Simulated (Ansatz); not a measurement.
Crystal: FeO (Wuestite).

```
Fe O
1.0
     2.15540    2.15540    4.31080
     2.15540   -2.15540    0.00000
     2.15540    2.15540    0.00000
Fe O
2 2
Direct
  0.00000 0.00000 0.00000
  0.50000 0.50000 0.00000
  0.50000 0.00000 0.50000
  0.00000 0.50000 0.50000
```

The cell isn't the ideal one: another cell of the same crystal, with 4 atoms.

Base run:

* Program: Ansatz 0.2.0
* Functional: LDA
* Potentials or basis: Ansatz PAW
* Cutoff: 420 eV (not typed: the program's choice for these potentials)
* k mesh: 8 × 8 × 8
* Occupations: fermi-dirac, width 0.05 eV
* Spin: collinear spin, ferromagnetic start
* Starting moments: [3.0, 3.0, 0.0, 0.0] μB

Its results: band gap on the k mesh none (metal or under the smearing width); pressure -15.6 GPa.

Task: The run is repeated on the same cell with these changes: spin from collinear spin, ferromagnetic start to no spin polarisation. What comes out?

Result: Band gap on the k mesh none (metal or under the smearing width); pressure -40.4 GPa.

Caveats: semilocal functionals often make such compounds metallic where correlation or magnetic order opens a gap, which also shifts bond lengths; the PAW data sets come from PBE, with cores solved anew for the run's functional, which leaves a small shift of forces and pressure; a pressure of tens of GPa on the cell as given is suspect, and the run, the potentials or the cell itself is likely at fault (some runs); the real-space grid breaks the cell's symmetry a little (some runs).
